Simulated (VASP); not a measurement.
# Ir (P6_3/mmc) in VASP: a series of runs

Runs on Ir. Level: PBE. Tasks: single point, relaxation of cell and atoms.

All numbers are computed with VASP 6.6.1; they aren't measurements. Logs are shortened: lines on timing, memory, paths and dates and some standing lists are left out, and cuts for length are marked.

## 1. Starting point

Symmetry: P6_3/mmc, No. 194, hexagonal system. The conventional cell has a = 2.746 Å, b = 2.746 Å, c = 8.898 Å, α = 90.00°, β = 90.00°, γ = 120.00°. Around Ir (site symmetry -3m) lie 12 Ir at 2.73 to 2.75 Å. Ir (site symmetry -6m2) has 12 Ir at 2.73 to 2.75 Å as nearest neighbours.

The cell was built by a generator and needn't be a form met in nature.

## 2. Single point, PBE

The input, INCAR:

```
SYSTEM = Ir
ALGO = Normal
EDIFF = 1E-7
ENCUT = 520
GGA = PE
ISIF = 2
ISMEAR = 0
LASPH = .TRUE.
LCHARG = .FALSE.
LREAL = .FALSE.
LWAVE = .FALSE.
NBANDS = 26
NELM = 100
PREC = Accurate
SIGMA = 0.1
```

The input, KPOINTS:

```
k-points
0
G
  9 9 2
  0 0 0
```

The input, POSCAR:

```
Ir
1.0
    2.7463478876      0.0000000000      0.0000000000
   -1.3731739438      2.3784070383      0.0000000000
    0.0000000000      0.0000000000      8.8977182189
Ir
4
Direct
    0.0000000000      0.0000000000      0.0000000000
    0.0000000000      0.0000000000      0.5000000000
    0.3333333333      0.6666666667      0.7500000000
    0.6666666667      0.3333333333      0.2500000000
```

Potentials or basis: VASP PAW PBE potentials, release 64 (Ir).

The run is started by

```console
$ cat potpaw_PBE.64/Ir/POTCAR > POTCAR
$ mpirun -np 1 vasp_std > vasp.out
```

OUTCAR:

```text
SYSTEM = Ir
   EDIFF = 1E-7
   ENCUT = 520
   GGA = PE
   ISIF = 2
   ISMEAR = 0
   LASPH = .TRUE.
   LREAL = .FALSE.
   NELM = 100
   PREC = Accurate

 ion  position               nearest neighbor table
   1  0.000  0.000  0.000-   3 2.73   4 2.73   4 2.73   3 2.73   4 2.73   3 2.73
   2  0.000  0.000  0.500-   3 2.73   4 2.73   4 2.73   3 2.73   4 2.73   3 2.73
   3  0.333  0.667  0.750-   1 2.73   2 2.73   1 2.73   2 2.73   1 2.73   2 2.73
   4  0.667  0.333  0.250-   1 2.73   2 2.73   1 2.73   2 2.73   1 2.73   2 2.73

  LATTYP: Found a hexagonal cell.
 ALAT       =     2.7463478876
 C/A-ratio  =     3.2398365331

  Lattice vectors:

 A1 = (   2.7463478876,   0.0000000000,   0.0000000000)
 A2 = (  -1.3731739438,   2.3784070383,   0.0000000000)
 A3 = (   0.0000000000,   0.0000000000,   8.8977182189)

Analysis of symmetry for initial positions (statically):
=====================================================================
 Subroutine PRICEL returns:
 Original cell was already a primitive cell.

 Routine SETGRP: Setting up the symmetry group for a
 hexagonal supercell.

 Subroutine GETGRP returns: Found 24 space group operations
 (whereof 12 operations were pure point group operations)
 out of a pool of 24 trial point group operations.

The static configuration has the point symmetry D_3d.
 The point group associated with its full space group is D_6h.

Analysis of symmetry for dynamics (positions and initial velocities):
=====================================================================
 Subroutine PRICEL returns:
 Original cell was already a primitive cell.

 Routine SETGRP: Setting up the symmetry group for a
 hexagonal supercell.

 Subroutine GETGRP returns: Found 24 space group operations
 (whereof 12 operations were pure point group operations)
 out of a pool of 24 trial point group operations.

The dynamic configuration has the point symmetry D_3d.
 The point group associated with its full space group is D_6h.

 Subroutine INISYM returns: Found 24 space group operations
 (whereof 12 operations are pure point group operations),
 and found     1 'primitive' translations

----------------------------------------------------------------------------------------

                                     Primitive cell

  volume of cell :      58.1193

  direct lattice vectors                    reciprocal lattice vectors
     2.746347888  0.000000000  0.000000000     0.364119930  0.210224739  0.000000000
    -1.373173944  2.378407038  0.000000000     0.000000000  0.420449479  0.000000000
     0.000000000  0.000000000  8.897718219     0.000000000  0.000000000  0.112388365

  length of vectors
     2.746347888  2.746347888  8.897718219     0.420449479  0.420449479  0.112388365

  position of ions in fractional coordinates (direct lattice)
     0.000000000  0.000000000  0.000000000
     0.000000000  0.000000000  0.500000000
     0.333333333  0.666666667  0.750000000
     0.666666667  0.333333333  0.250000000

  ion indices of the primitive-cell ions
   primitive index   ion index
                 1           1
                 2           2
                 3           3
                 4           4

----------------------------------------------------------------------------------------

 KPOINTS: k-points

Automatic generation of k-mesh.
 Grid dimensions read from file:
 generate k-points for:    9    9    2

 Generating k-lattice:

  Cartesian coordinates                     Fractional coordinates (reciprocal lattice)
     0.040457770  0.023358304  0.000000000     0.111111111  0.000000000  0.000000000
     0.000000000  0.046716609  0.000000000     0.000000000  0.111111111  0.000000000
     0.000000000  0.000000000  0.056194182     0.000000000  0.000000000  0.500000000

  Length of vectors
     0.046716609  0.046716609  0.056194182

  Shift w.r.t. Gamma in fractional coordinates (k-lattice)
     0.000000000  0.000000000  0.000000000

 Subroutine IBZKPT returns following result:
 ===========================================

 Found     24 irreducible k-points:

 Following reciprocal coordinates:
            Coordinates               Weight
  0.000000  0.000000  0.000000      1.000000
  0.111111  0.000000  0.000000      6.000000
  0.222222  0.000000  0.000000      6.000000
  0.333333  0.000000  0.000000      6.000000
  0.444444  0.000000  0.000000      6.000000
  0.111111  0.111111  0.000000      6.000000
[... 16 lines left out ...]
  0.333333  0.222222  0.500000     12.000000
  0.333333  0.333333  0.500000      2.000000
   k-points           NKPTS =     24   k-points in BZ     NKDIM =     24   number of bands    NBANDS=     26
   number of dos      NEDOS =    301   number of ions     NIONS =      4
   total plane-waves  NPLWV =  28000
   dimension x,y,z NGX =    20 NGY =   20 NGZ =   70
   dimension x,y,z NGXF=    40 NGYF=   40 NGZF=  140
   ions per type =               4
   NGX,Y,Z   is equivalent  to a cutoff of  12.11, 12.11, 13.08 a.u.
   NGXF,Y,Z  is equivalent  to a cutoff of  24.21, 24.21, 26.16 a.u.
 SYSTEM =  Ir
   PREC   = accura    normal or accurate (medium, high low for compatibility)
   ISTART =      0    job   : 0-new  1-cont  2-samecut
   ICHARG =      2    charge: 1-file 2-atom 10-const
   ISPIN  =      1    spin polarized calculation?
   LNONCOLLINEAR =      F non collinear calculations
   LSORBIT =      F    spin-orbit coupling
   LASPH  =      T    aspherical Exc in radial PAW
   ENCUT  =  520.0 eV  38.22 Ry    6.18 a.u.   5.11  5.11 16.54*2*pi/ulx,y,z
   NELM   =    100;   NELMIN=  2; NELMDL= -5     # of ELM steps
   EDIFF  = 0.1E-06   stopping-criterion for ELM
   LREAL  =      F    real-space projection
   EDIFFG = 0.1E-05   stopping-criterion for IOM
   NSW    =      0    number of steps for IOM
   IBRION =     -1    ionic relax: 0-MD 1-quasi-New 2-CG
   NFREE  =      0    steps in history (QN), initial steepest desc. (CG)
   ISIF   =      2    stress and relaxation
   ISYM   =      2    0-nonsym 1-usesym 2-fastsym
   POTIM  = 0.5000    time-step for ionic-motion
   TEBEG  =    0.0;   TEEND  =   0.0 temperature during run
   PSTRESS=    0.0 pullay stress
   NELECT =      36.0000    total number of electrons
   NUPDOWN=      -1.0000    fix difference up-down
   EMIN   =  10.00;   EMAX   =-10.00  energy-range for DOS
   EFERMI =   0.00;   METHOD = LEGACY
   ISMEAR =     0;   SIGMA  =   0.10  broadening in eV -4-tet -1-fermi 0-gaus
   EFERMI_NEDOS =   21; number of points for ismear=-14 and -15
   IALGO  =     38    algorithm
   IMIX   =      4    mixing-type and parameters
     AMIX     =   0.40;   BMIX     =  1.00
     AMIX_MAG =   1.60;   BMIX_MAG =  1.00
  volume/ion in A,a.u.               =      14.53        98.05
  Fermi-wavevector in a.u.,A,eV,Ry     =   1.395518  2.637147 26.496956  1.947471
  Thomas-Fermi vector in A             =   2.518962
   LORBIT       =      0    0 simple, 1 ext, 2 COOP (PROOUT), +10 PAW based schemes
   GGA     = PE    functional components
   LHFCALC =     F    Hartree Fock is set to
   AEXX    =    0.0000 exact exchange contribution
   IVDW    =     0    specifies the selected vdW correction
   LEPSILON=     F    determine dielectric tensor
   LRPA    =     F    only Hartree local field effects (RPA)
 non-spin polarized calculation
 Gauss-broadening in eV      SIGMA  =   0.10
  energy-cutoff  :      520.00
  volume of cell :       58.12
 maximum number of plane-waves:      1596
   NGX = 11   NGY = 11   NGZ = 33

 number of electron      36.0000003 magnetization

 Free energy of the ion-electron system (eV)
  ---------------------------------------------------
  ext. energy  EPLUGINS =         0.00000000
  ---------------------------------------------------
  free energy    TOTEN  =       -35.25668890 eV

  energy without entropy =      -35.24012634  energy(sigma->0) =      -35.24840762

 E-fermi :   9.9261     XC(G=0): -13.8287

 val. band max:        9.9053116974   @ k =   0.3333   0.0000   0.0000
 cond. band min:      10.0056677693   @ k =   0.3333   0.3333   0.0000
 fundamental gap:      0.1003560718
 Fermi energy:         9.9260746659

 k-point     1 :       0.0000    0.0000    0.0000
  band No.  band energies     occupation
      1      -0.8857      2.00000
      2       1.3090      2.00000
      3       1.3333      2.00000
      4       2.1541      2.00000
      5       5.7342      2.00000
      6       5.7838      2.00000
[... 18 lines left out ...]
     25      16.9738      0.00000
     26      22.9492      0.00000

 k-point     2 :       0.1111    0.0000    0.0000
  band No.  band energies     occupation
      1      -0.4229      2.00000
      2       1.7354      2.00000
      3       1.7592      2.00000
      4       2.5649      2.00000
      5       5.2223      2.00000
      6       5.4889      2.00000
[... 18 lines left out ...]
     25      16.8320      0.00000
     26      23.5690      0.00000

 k-point     3 :       0.2222    0.0000    0.0000
  band No.  band energies     occupation
      1       0.8007      2.00000
      2       2.5918      2.00000
      3       2.6136      2.00000
      4       3.3956      2.00000
      5       4.6100      2.00000
      6       4.9090      2.00000
[... 18 lines left out ...]
     25      16.5242      0.00000
     26      23.3209      0.00000

 k-point     4 :       0.3333    0.0000    0.0000
  band No.  band energies     occupation
      1       2.0327      2.00000
      2       2.6797      2.00000
      3       2.8725      2.00000
      4       3.3905      2.00000
      5       4.2894      2.00000
      6       4.3014      2.00000
[... 18 lines left out ...]
     25      17.4308      0.00000
     26      19.5018      0.00000

 k-point     5 :       0.4444    0.0000    0.0000
  band No.  band energies     occupation
      1       2.1830      2.00000
      2       2.3552      2.00000
      3       2.8006      2.00000
      4       3.3542      2.00000
      5       3.8803      2.00000
      6       4.2873      2.00000
[... 18 lines left out ...]
     25      17.3650      0.00000
     26      17.5861      0.00000

 k-point     6 :       0.1111    0.1111    0.0000
  band No.  band energies     occupation
      1       0.4362      2.00000
      2       2.4352      2.00000
      3       2.4553      2.00000
      4       3.2572      2.00000
      5       4.7252      2.00000
      6       5.1585      2.00000
[... 427 lines left out ...]
 k-point    21 :       0.4444    0.1111    0.5000
  band No.  band energies     occupation
      1       2.9600      2.00000
      2       2.9600      2.00000
      3       3.0417      2.00000
      4       3.0417      2.00000
      5       3.5465      2.00000
      6       3.5465      2.00000
[... 18 lines left out ...]
     25      17.5610      0.00000
     26      17.5610      0.00000

 k-point    22 :       0.2222    0.2222    0.5000
  band No.  band energies     occupation
      1       3.1327      2.00000
      2       3.1327      2.00000
      3       3.7064      2.00000
      4       3.7064      2.00000
      5       4.6834      2.00000
      6       4.6834      2.00000
[... 18 lines left out ...]
     25      18.9367      0.00000
     26      18.9367      0.00000

 k-point    23 :       0.3333    0.2222    0.5000
  band No.  band energies     occupation
      1       3.4941      2.00000
      2       3.4941      2.00000
      3       3.6352      2.00000
      4       3.6352      2.00000
      5       4.2951      2.00000
      6       4.2951      2.00000
[... 18 lines left out ...]
     25      17.5878      0.00000
     26      17.5878      0.00000

 k-point    24 :       0.3333    0.3333    0.5000
  band No.  band energies     occupation
      1       3.6499      2.00000
      2       3.6499      2.00000
      3       4.1520      2.00000
      4       4.1520      2.00000
      5       4.6261      2.00000
      6       4.6261      2.00000
[... 18 lines left out ...]
     25      16.4252      0.00000
     26      16.4252      0.00000

------------------------ aborting loop because EDIFF is reached ----------------------------------------

  FORCE on cell =-STRESS in cart. coord.  units (eV):
  Direction    XX          YY          ZZ          XY          YZ          ZX
  --------------------------------------------------------------------------------------
  -------------------------------------------------------------------------------------
  Total        0.1722950      0.1722950      0.1907379     -0.0000000      0.0000000      0.0000000
  in kB        4.7496652      4.7496652      5.2580803     -0.0000000      0.0000000      0.0000000
  external PRESSURE =       4.9191369 kB  Pullay stress =       0.0000000 kB

 VOLUME and BASIS-vectors are now :
 -----------------------------------------------------------------------------
  energy-cutoff  :      520.00
  volume of cell :       58.12
      direct lattice vectors                 reciprocal lattice vectors
     2.746347888  0.000000000  0.000000000     0.364119930  0.210224739  0.000000000
    -1.373173944  2.378407038  0.000000000     0.000000000  0.420449479  0.000000000
     0.000000000  0.000000000  8.897718219     0.000000000  0.000000000  0.112388365

 POSITION                                       TOTAL-FORCE (eV/Angst)
 -----------------------------------------------------------------------------------
      0.00000      0.00000      0.00000        -0.000000      0.000000      0.000000
      0.00000      0.00000      4.44886        -0.000000      0.000000      0.000000
     -0.00000      1.58560      6.67329         0.000000     -0.000000     -0.000000
      1.37317      0.79280      2.22443        -0.000000     -0.000000      0.000000
 -----------------------------------------------------------------------------------
    total drift:                                0.000000     -0.000000      0.000000

  FREE ENERGIE OF THE ION-ELECTRON SYSTEM (eV)
  ---------------------------------------------------
  free  energy   TOTEN  =       -35.2566888991 eV

  energy  without entropy=      -35.2401263442  energy(sigma->0) =      -35.24840762
```

Wall time 16 s (1 thread of Intel Xeon 6975P-C (Granite Rapids), shared host); peak memory 0.18 GiB.

What came out:

- Free energy: -35.2567 eV
- Pressure: 0.5 GPa
- Band gap on the k mesh: none (metal or under the smearing width)

## 3. Relaxation of cell and atoms, PBE

This run uses another cell than the first one, of 15.31 Å³/atom, 1.054 times its volume.

The input, INCAR:

```
PREC = Accurate
ENCUT = 600
EDIFF = 1E-6
ISMEAR = 0
SIGMA = 0.1
LREAL = F
LASPH = T
NELM = 100
ALGO = Fast
ISIF = 3
LWAVE = F
LCHARG = F
GGA = PE
IBRION = 2
NSW = 90
EDIFFG = -0.04
```

The input, KPOINTS:

```
regular mesh
0
Gamma
  9 9 2
```

The input, POSCAR:

```
Ir
1.0
    2.7989532549      0.0000000000      0.0000000000
   -1.3994766274      2.4239646228      0.0000000000
    0.0000000000      0.0000000000      9.0271766845
Ir
4
Direct
    0.0000000000      0.0000000000      0.0000000000
    0.0000000000      0.0000000000      0.5000000000
    0.3333333333      0.6666666667      0.7500000000
    0.6666666667      0.3333333333      0.2500000000
```

Potentials or basis: VASP PAW PBE potentials, release 64 (Ir).

The run is started by

```console
$ cat potpaw_PBE.64/Ir/POTCAR > POTCAR
$ mpirun -np 1 vasp_std > vasp.out
```

OUTCAR:

```text
PREC = Accurate
   ENCUT = 600
   EDIFF = 1E-6
   ISMEAR = 0
   LREAL = F
   LASPH = T
   NELM = 100
   ISIF = 3
   GGA = PE
   IBRION = 2
   NSW = 90
   EDIFFG = -0.04

 ion  position               nearest neighbor table
   1  0.000  0.000  0.000-   3 2.78   4 2.78   4 2.78   3 2.78   4 2.78   3 2.78
   2  0.000  0.000  0.500-   3 2.78   4 2.78   4 2.78   3 2.78   4 2.78   3 2.78
   3  0.333  0.667  0.750-   1 2.78   2 2.78   1 2.78   2 2.78   1 2.78   2 2.78
   4  0.667  0.333  0.250-   1 2.78   2 2.78   1 2.78   2 2.78   1 2.78   2 2.78

  LATTYP: Found a hexagonal cell.
 ALAT       =     2.7989532549
 C/A-ratio  =     3.2251973729

  Lattice vectors:

 A1 = (   2.7989532549,   0.0000000000,   0.0000000000)
 A2 = (  -1.3994766274,   2.4239646228,   0.0000000000)
 A3 = (   0.0000000000,   0.0000000000,   9.0271766845)

Analysis of symmetry for initial positions (statically):
=====================================================================
 Subroutine PRICEL returns:
 Original cell was already a primitive cell.

 Routine SETGRP: Setting up the symmetry group for a
 hexagonal supercell.

 Subroutine GETGRP returns: Found 24 space group operations
 (whereof 12 operations were pure point group operations)
 out of a pool of 24 trial point group operations.
[... 175 lines left out ...]

  FORCE on cell =-STRESS in cart. coord.  units (eV):
  Direction    XX          YY          ZZ          XY          YZ          ZX
  --------------------------------------------------------------------------------------
  -------------------------------------------------------------------------------------
  Total       -6.0755457     -6.0755457     -5.4970921     -0.0000000      0.0000000     -0.0000000
  in kB     -158.9359010   -158.9359010   -143.8035920     -0.0000000      0.0000000     -0.0000000
  external PRESSURE =    -153.8917980 kB  Pullay stress =       0.0000000 kB
[... 25 lines left out ...]
--------------------------------------- Ionic step        2  -------------------------------------------

 number of electron      36.0000001 magnetization

 E-fermi :  13.0079     XC(G=0): -14.8439

 val. band max:       12.9409526710   @ k =   0.3333   0.1111   0.5000
 cond. band min:      13.0214473136   @ k =   0.3333   0.0000   0.0000
 fundamental gap:      0.0804946427
 Fermi energy:        13.0079118897

 k-point     1 :       0.0000    0.0000    0.0000
  band No.  band energies     occupation
      1       0.3364      2.00000
      2       2.7978      2.00000
      3       2.8314      2.00000
      4       3.3375      2.00000
      5       7.6775      2.00000
      6       7.7373      2.00000
[... 778 lines left out ...]
--------------------------------------- Ionic step        7  -------------------------------------------

 number of electron      35.9999997 magnetization

 Free energy of the ion-electron system (eV)
  ---------------------------------------------------
  ext. energy  EPLUGINS =         0.00000000
  ---------------------------------------------------
  free energy    TOTEN  =       -35.25775107 eV

  energy without entropy =      -35.24115529  energy(sigma->0) =      -35.24945318

 E-fermi :   9.9006     XC(G=0): -13.8197

 val. band max:        9.8798026434   @ k =   0.3333   0.0000   0.0000
 cond. band min:       9.9794127556   @ k =   0.3333   0.3333   0.0000
 fundamental gap:      0.0996101122
 Fermi energy:         9.9006066365

 k-point     1 :       0.0000    0.0000    0.0000
  band No.  band energies     occupation
      1      -0.8952      2.00000
      2       1.2969      2.00000
      3       1.3210      2.00000
      4       2.1440      2.00000
      5       5.7178      2.00000
      6       5.7671      2.00000
[... 620 lines left out ...]
  FREE ENERGIE OF THE ION-ELECTRON SYSTEM (eV)
  ---------------------------------------------------
  free  energy   TOTEN  =       -35.2577510732 eV

  energy  without entropy=      -35.2411552863  energy(sigma->0) =      -35.24945318

 reached required accuracy - stopping structural energy minimisation
```

Wall time 99 s (1 thread of Intel Xeon 6975P-C (Granite Rapids), shared host); peak memory 0.21 GiB.

What came out:

```yaml
Free_energy: -35.2578 eV
Relaxed_volume: 14.55 Å³/atom
Relaxed_cell: a = 2.748 Å, b = 2.748 Å, c = 8.903 Å, α = 90.00°, β = 90.00°, γ = 120.00°
Space_group_after_relaxing_to_0.05_Å: P6_3/mmc (No. 194)
Energy_gained_by_relaxing: 38.7 meV/atom
Ionic_steps: 7
Pressure_after_relaxing: 0.1 GPa
```

Step by step:
| step | energy change (eV) | largest force (eV/Å) | pressure (GPa) | volume (Å³) |
| --- | --- | --- | --- | --- |
| 1 | 0.0000 | 0.0000 | -15.39 | 61.25 |
| 2 | 2.0233 | 0.0000 | 90.97 | 49.11 |
| 3 | -0.1536 | 0.0000 | -1.22 | 58.42 |
| 4 | -0.1544 | 0.0000 | -0.27 | 58.26 |
| 5 | -0.1544 | 0.0000 | 0.12 | 58.21 |
| 6 | -0.1546 | 0.0000 | 0.04 | 58.21 |
| 7 | -0.1549 | 0.0000 | 0.05 | 58.21 |

Final structure:
```
CELL_PARAMETERS angstrom
2.74765 0.00000 0.00000
-1.37382 2.37953 0.00000
0.00000 0.00000 8.90267
ATOMIC_POSITIONS crystal
Ir 0.00000 0.00000 0.00000
Ir 0.00000 0.00000 0.50000
Ir 0.33333 0.66667 0.75000
Ir 0.66667 0.33333 0.25000
```

Levels at points of the mesh, in eV from the Fermi level:
```tsv
k point	band 16	band 17	band 18	band 19	band 20	band 21
(0.00, 0.00, 0.00)	-1.72	-1.72	-1.00	-1.00	-0.60	-0.30
(0.00, 0.00, 0.50)	-2.53	-1.32	-1.32	-1.32	-1.32	0.23
```

Caveat: the bands computed are all filled at some k points, so no gap is given.
